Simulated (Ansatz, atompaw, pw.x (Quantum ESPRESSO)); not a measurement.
molybdenum: one change to the PAW (atompaw) potential, in the atom and in the fcc crystal

atompaw 4.2.0.5 input, output lines left out:

```
Mo 42
GGA-PBE scalarrelativistic loggrid 1500 logderivrange -5 5 251
5 5 4 0 0 0
5 0 1
5 1 0
4 2 5
0 0 0
c
c
c
c
v
c
c
v
v
c
v
2
3.00 2.70 2.25 2.55
y
0.5
n
n
y
2.3
n
custom polynom vanderbiltortho besselshape
bessel
3.00
3.00
2.20
3.00
3.00
3.00
```

Change: core [Ar] 3d10, valence charge 14; reference 4s2 4p6 4d5 5s0 5p1; waves now 4s (bound): rc 1.30 bohr; 5s (bound): rc 2.20 bohr; 4p (bound): rc 2.00 bohr; 5p (bound): rc 2.20 bohr; 4d (bound): rc 2.20 bohr; 4d channel at 0.45 Ry: rc 2.20 bohr; local potential bessel scheme, radius 1.85 bohr; core correction smooth core density matched at 2.00 bohr; augmentation besselshape compensation charge, radius 1.65 bohr; PAW radius 2.20 bohr; waves and projectors: custom polynom vanderbiltortho.

Cutoffs, loose and tight: the cutoffs (Ry, on a coarse ladder) from which the occupation-weighted sum of valence levels, in a spherical-Bessel basis at the reference potential, stays within 10 and 1 mRy of its value at 400 Ry. They see the waves, projectors and local potential, not the compensation charge or the core.

Crystal test: fcc Mo in pw.x 7.5, no spin, 14³ k-points, Fermi–Dirac smearing 0.01 Ry, cutoffs set for each file from its atomic test. The reference is all-electron LAPW (Ansatz 0.2.0) with the same functional, mesh and smearing; V0 and B0 come from Birch–Murnaghan fits to the pressures at five volumes. Errors are pseudo minus all-electron; Δ is the rms difference of the E(V) curves that follow from these fits, minima aligned, over ±6 % about the mean V0. Mesh and smearing are coarse, so the numbers serve the comparison and aren't converged zero-temperature values; the lattice is a test structure that the element need not adopt.

All-electron: a0 = 4.005 Å (V0 = 16.06 Å³/atom), B0 = 235.3 GPa.

Task: Does the change bring the crystal closer to the all-electron result?

Result: The mean pressure error goes from +9.50 to +1.87 GPa, so the change moves the solid closer to the all-electron pressures.

```json
{"quantity": "outcome (atom)", "base": "generated", "changed": "generated"}
{"quantity": "cutoff, loose (atom)", "base": "21 Ry", "changed": "35 Ry"}
{"quantity": "cutoff, tight (atom)", "base": "30 Ry", "changed": "60 Ry"}
{"quantity": "bound ghosts (atom)", "base": "none", "changed": "none"}
{"quantity": "cutoffs in pw.x (Ry)", "base": "40/400", "changed": "75/750"}
{"quantity": "a0 (Å)", "base": "4.055", "changed": "4.015"}
{"quantity": "a0 error (%)", "base": "+1.25", "changed": "+0.25"}
{"quantity": "B0 error (%)", "base": "-2.3", "changed": "+0.4"}
{"quantity": "Δ (meV/atom)", "base": "31.3", "changed": "6.4"}
{"quantity": "mean pressure error (GPa)", "base": "+9.50", "changed": "+1.87"}
```

Base: The largest radius (3.00 bohr) exceeds half the bond length (2.67 bohr), so the spheres overlap, which is one possible source of error among others. This is a poor potential for the solid. The atomic cutoffs weigh occupied waves only.
